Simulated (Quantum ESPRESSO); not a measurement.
Crystal: CO2.

```xyz
6
Lattice="-1.9747 1.9747 3.0141 1.9747 -1.9747 3.0141 1.9747 1.9747 -3.0141" Properties=species:S:1:pos:R:3 pbc="T T T"
O     1.3223    0.9874    3.7676
O     0.6525    0.9874    0.7535
O     2.9621    0.6525   -0.7535
O    -0.9874    1.3223    2.2605
C     0.0000    0.0000    0.0000
C     0.0000    1.9747    1.5070
```

The cell comes from a database or a generator and needn't be the stable form of this composition.

Base run:

* Program: Quantum ESPRESSO 7.5
* Functional: BLYP
* Potentials or basis: PseudoDojo 0.4.1 SR PBE standard
* Cutoff: 1143 eV
* Density cutoff: 4572 eV
* k mesh: 6 × 6 × 6, shifted
* Occupations: fermi-dirac, width 0.05 eV
* Spin: no spin polarisation

Its results: pressure 6.8 GPa; largest force 0.286 eV/Å; electronic dielectric tensor (diagonal) 3.16.

**Question.** The run is repeated on the same cell with these changes: functional from BLYP to AM05. What comes out?

**Answer.** Pressure -6.3 GPa; largest force 0.288 eV/Å; electronic dielectric tensor (diagonal) 3.20.

AM05 binds more tightly than BLYP, so the same cell stands under less pressure.

Caveats: the potentials were made for another functional, which shifts forces and pressure; the cell is more than 3 GPa from zero pressure, which shifts response properties.
